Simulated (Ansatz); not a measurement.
A Si vacancy next to a Si vacancy in diamond Si, 126 atoms, charge 0

All numbers come from Ansatz (PAW, plane waves, no spin–orbit coupling) at the single k point (¼, ¼, ¼) without its symmetry partners. The atoms were relaxed with PBEsol in a fixed cell; other functionals are single points on those atoms unless said otherwise. The valence top and gap of the host come from its small cell on a dense mesh, with the band extrema sought between the mesh points, lined up by the mean potential, PBEsol gap 0.46 eV, r²SCAN gap 0.76 eV.

Cell: a = 15.366 Å, b = 15.366 Å, c = 15.366 Å, α = 60.00°, β = 60.00°, γ = 60.00°.

Nearest atoms after relaxation, from the placed atom (for vacancies from the middle of the vacant sites): Si at 2.84 Å, Si at 2.84 Å, Si at 2.85 Å, Si at 2.85 Å, Si at 2.85 Å, Si at 2.85 Å.

Chemical potentials μ are those of reference phases of the elements at zero temperature by the same functional (the usual solids, diamond for C, grey Sn, and the molecules H2, N2, O2, F2, Cl2, Br2 and S8).

```tsv
functional	E(defect) − E(host) − Σ nμ + q·E_VBM (eV)	monopole (eV)	alignment (eV)	formation energy at E_F = VBM (eV)	moment (μB)	wall time, shared host
PBEsol	4.64	0.00	0.00	4.64	2.0	21 s on NVIDIA H100 (relaxation)
r²SCAN	5.10	0.00	0.00	5.10	2.0	40 s on NVIDIA H100
```

r²SCAN one-electron levels near the gap (the ten most localised at most), from the host's valence top:

```csv
level (eV),spin,filling,atoms sharing it,element of the atom with most weight
-0.25,up,1.00,104.4,spread
-0.25,up,1.00,104.5,spread
-0.20,down,1.00,110.8,spread
-0.20,down,1.00,110.8,spread
0.24,up,1.00,18.3,Si
0.24,up,1.00,18.3,Si
0.68,up,0.00,18.4,Si
0.68,up,0.00,18.4,Si
0.69,down,0.00,17.7,Si
0.69,down,0.00,17.8,Si
```

One k point and a cell of this size can leave errors of several tenths of an eV in such numbers.
